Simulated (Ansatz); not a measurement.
# Relativity in Al

```
Al
1.0
     0.00000    3.02335    3.02335
     3.02335    0.00000    3.02335
     3.02335    3.02335    0.00000
Al
2
Cartesian
  0.0000 0.0000 0.0000
  1.5117 1.5117 1.5117
```

Atoms are numbered in the order listed.

The conventional cell has a = 6.047 Å, b = 6.047 Å, c = 6.047 Å, α = 90.00°, β = 90.00°, γ = 90.00°. Al (atom 1) is surrounded by 4 Al at 2.62 Å.

The structure comes from a relaxation in the same program, started in the diamond type, and has space group Fd-3m. Whether it is a known phase or the ground state wasn't checked.

One fixed cell is solved with PBE by LAPW (all electrons) in Ansatz 0.2.0 under different relativistic treatments. Pressure is positive in compression.

The runs use a Γ-centred 9×9×9 k mesh, Fermi–Dirac smearing of 0.08 eV, basis error target 0.25 meV/atom, no spin polarisation.

```tsv
setting	P (GPa)	lowest level at Γ above −25 eV, from the valence-band top or, without a gap, the Fermi level (eV)
scalar-relativistic	-0.04	-7.86
non-relativistic	-0.01	-7.84
```
